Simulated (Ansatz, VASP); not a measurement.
Given: the input of a run of Ansatz 0.2.0 on SiNi3. 

input.yaml

```yaml
crystal:
  lattice:
    - [3.542, 0.0, 0.0]
    - [0.0, 3.542, 0.0]
    - [0.0, 0.0, 3.542]
  atoms:
    - { symbol: Ni, position: [0.5, 0.5, 0.0], spin: 1.0 }
    - { symbol: Ni, position: [0.5, 0.0, 0.5], spin: 1.0 }
    - { symbol: Ni, position: [0.0, 0.5, 0.5], spin: 1.0 }
    - { symbol: Si, position: [0.0, 0.0, 0.0] }
hamiltonian:
  xc: pbe
  pseudopotentials: { kind: paw }
  dispersion: d3bj
magnetization:
  spin_polarized: true
kpoints:
  mp_grid: { grid: [8, 8, 8] }
scf:
  occupations: { method: fermi_dirac, width: 0.05 }
output:
  forces: true
  stress: true
  eigenvalues: true
relax:
  f_tol: 0.01
  max_steps: 40
  cell: { stress_tol: 0.05 }
```

Potentials or basis: Ansatz PAW.

Command:

```sh
$ ansatz run input.yaml --threads 1 --pin off --max-ram 3584MiB --backend cpu --events-out ev --progress --plain --runs-dir out
```

Problem. Translate it to VASP 6.6.1. Potentials or basis there: PBE PAW files Ni, Si, 600 eV.

Solution. As run (cutoffs and basis follow the program's own potentials, and thresholds, step limits or extra output files can differ):

File INCAR:

```
SYSTEM = SiNi3
PREC = Accurate
ENCUT = 600
EDIFF = 1E-6
ISMEAR = -1
SIGMA = 0.05
LREAL = .False.
LASPH = .True.
NELM = 100
ALGO = Normal
ISIF = 3
LWAVE = .False.
LCHARG = .False.
ISPIN = 2
MAGMOM = 1 1 1 0
LORBIT = 11
LMAXMIX = 4
GGA = PE
IVDW = 12
IBRION = 2
NSW = 60
EDIFFG = -0.02
KPAR = 2
```

KPOINTS

```
regular mesh
0
Gamma
  8 8 8
  0 0 0
```

Contents of POSCAR:

```
SiNi3
1.0
    3.5420000000      0.0000000000      0.0000000000
    0.0000000000      3.5420000000      0.0000000000
    0.0000000000      0.0000000000      3.5420000000
Ni Si
3 1
Direct
    0.5000000000      0.5000000000      0.0000000000
    0.5000000000      0.0000000000      0.5000000000
    0.0000000000      0.5000000000      0.5000000000
    0.0000000000      0.0000000000      0.0000000000
```

Potentials or basis: VASP PAW PBE potentials, release 64 (Ni, Si).

Command:

```sh
$ cat potpaw_PBE.64/Ni/POTCAR potpaw_PBE.64/Si/POTCAR > POTCAR
$ mpirun -np 2 vasp_std > vasp.out
```

Both were run:

|  | Ansatz | VASP |
| --- | --- | --- |
| Relaxed volume | 10.40 Å³/atom | 10.41 Å³/atom |
| Relaxed cell | a = 3.465 Å, b = 3.465 Å, c = 3.465 Å, α = 90.00°, β = 90.00°, γ = 90.00° | a = 3.466 Å, b = 3.466 Å, c = 3.466 Å, α = 90.00°, β = 90.00°, γ = 90.00° |
| Space group after relaxing | Pm-3m (No. 221) | Pm-3m (No. 221) |
| Pressure after relaxing | 0.0 GPa | -0.1 GPa |
| Net moment | 0.00 μB per cell | 0.00 μB per cell |

Ansatz's pressure holds a Pulay term of +0.06 GPa for its cutoff of 420 eV, which the other run lacks.

The potentials hold 58 and 34 valence electrons a cell.

Where Ansatz's input types no cutoff or centring, it takes its own default and a Γ-centred mesh.

The magnetic state is the one that the start led to; the real crystal's order can differ.

Pressure is positive in compression.
